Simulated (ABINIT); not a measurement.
A run of ABINIT 10.8.3 (patched build) is set up as follows.

File run.abi:

```
# Pseudopotentials
pp_dirpath "./"
pseudos "O.upf"

# Structure
acell 3*1.0
rprim
     5.3883704637    -3.1415108318     0.0000000000
     5.3883704637     3.1415108318     0.0000000000
    -4.5249329602     0.0000000000     6.8919260075
ntypat 1
znucl 8
natom 2
typat 1 1
xred
     0.9745461700     0.9745461700     0.8444259800
     0.0254538300     0.0254538300     0.1555740200
chkprim 0
chksymtnons 0
tolsym 1.0e-6

# Plane-wave basis
ecut 1142.878222 eV

# k points
kptopt 1
ngkpt 8 8 5
nshiftk 1
shiftk 0.0 0.0 0.0

# Exchange and correlation
ixc 7

# Bands and occupations
nband 10
occopt 3
tsmear 0.05 eV

# SCF cycle
nstep 100
tolvrs 1.0e-10

# Output
iomode 3
prtwf 0
prtden 0
prteig 0
prtebands 0
```

Potentials or basis: PseudoDojo NC SR LDA v0.4 stringent.

Launch:

```console
$ abinit run.abi > log 2>&1
```

**Question.** What does it give for the largest force?

**Answer.** 1.359 eV/Å.

**Question.** What does it give for the pressure?

**Answer.** -6.6 GPa.

**Question.** Predict the band gap on the k mesh.

**Answer.** None (metal or under the smearing width).

Forces on the atoms (eV/Å):
```
O   -0.640  0.000  1.199
O    0.640  0.000 -1.199
```

Caveat: spin is off for a triplet molecule; forces of over 1 eV/Å show positions far from the minimum, so gaps and moduli don't describe the material at rest.
